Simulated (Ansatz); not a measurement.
**6 guesses for Sn2Se and where they end**

Level of theory: DFT PBE, scalar-relativistic, plane waves, PAW in Ansatz. Settings: cutoff 420 eV, Γ-centred meshes spaced at most about 0.3 Å⁻¹, and about 0.25 Å⁻¹ or finer for metals (2π included), Gaussian smearing. No spin polarisation in the final relaxations.

Each guess was relaxed in cell and atoms at zero pressure, within the symmetry of its start. All energies are static (0 K, no zero-point motion). Coordination counts Se atoms around Sn (those within 1.25 times the shortest such distance or 1.15 times the sum of covalent radii; the shortest distance is added where it is long for a bond; a slash parts the counts of unlike sites).

```tsv
guess	made from	start group	V start (Å³/atom)	end group	V end (Å³/atom)	coordination at the end	gap on mesh (eV)	E over the lowest end (meV/atom)
1	random cell	P6/mmm	30.6	P6/mmm	26.8	Sn 3 from 3.2 Å	0	244
2	random cell	Fm-3m	31.3	Fm-3m (anti-fluorite)	30.8	Sn 4 from 3.1 Å	0	406
3	Ta2Se type	P4/nmm	25.5	P4/nmm	28.1	Sn 1 from 3.1 Å/5	0	0
4	random cell	P4/mmm	27.9	P4/mmm	33.8	Sn 2	0	411
5	random cell	P6/mmm	27.8	P6/mmm	27.0	Sn 1	0	323
6	YSi2 type	P6/mmm	27.3	?	?	?	?	?
```

Guess 6 as it starts:

```
Sn Se
1.0
     4.44083    0.00000    0.00000
    -2.22042    3.84587    0.00000
     0.00000    0.00000    4.80027
Sn Se
2 1
Direct
  0.33333 0.66667 0.50000
  0.66667 0.33333 0.50000
  0.00000 0.00000 0.00000
```

Question: Fill in the missing row: what does this guess relax into, and where does it rank?

Answer: It ends in space group P6/mmm (No. 191), with a = 5.005 Å, c = 3.774 Å, 27.3 Å³/atom and no gap. It lies 0.34 eV/atom over the lowest end, above guess 5 and below guess 2. Counting Se atoms around Sn, this end has Sn 6 from 3.5 Å and the lowest (guess 3) has Sn 1 from 3.1 Å/5.

```cif
data_structure
_symmetry_space_group_name_H-M 'P6/mmm'
_symmetry_Int_Tables_number 191
_cell_length_a 5.0051
_cell_length_b 5.0051
_cell_length_c 3.7741
_cell_angle_alpha 90.000
_cell_angle_beta 90.000
_cell_angle_gamma 120.000
_cell_volume 81.88
loop_
_atom_site_label
_atom_site_type_symbol
_atom_site_symmetry_multiplicity
_atom_site_Wyckoff_symbol
_atom_site_fract_x
_atom_site_fract_y
_atom_site_fract_z
_atom_site_occupancy
Sn1 Sn 2 d 0.33333 0.66667 0.50000 1
Se1 Se 1 a 0.00000 0.00000 0.00000 1
```

Energies over the elements count from the elements' standard structures at the same level, with no fitted energy shifts. The references include grey tin.

Question: Is the lowest end bound against the elements?

Answer: Yes: its formation energy is −0.21 eV/atom. Whether it is stable depends on the other phases of the system, which aren't compared here.

The k mesh leaves some 4 meV/atom of noise in the energy of each metallic cell. The reference form of Se is held partly by dispersion forces, which this level lacks. Cells relaxed within their symmetry can be saddle points. A lower structure may well exist outside this small set. Some types were kept out of the candidates beforehand, so the set may lack a known form.

Only the Ta2Se-type end is bound against the elements. Guess 1 lies slightly above them and the rest clearly so, while guesses 2 and 4 are effectively tied. Formally, Sn2Se holds monovalent tin, whose single 5p electron calls for Sn–Sn bonding or for disproportionation into Sn(0) and Sn(II). The lowest end probably gains by allowing something close to the latter: one tin site has five selenium neighbours, while the other has a single long contact at 3.1 Å and must bond mainly to tin. Anti-fluorite gives all tin atoms the same selenide surroundings, which suits a closed-shell cation better than Sn(I). Packing alone doesn't set the order: the two most open cells are the highest, but the densest is not the lowest. The zero gaps fit a partly filled tin p band. Since SnSe is a well-known, strongly bound compound, the lowest end would probably still decompose into SnSe and tin, so its negative formation energy is weak support for a new phase.
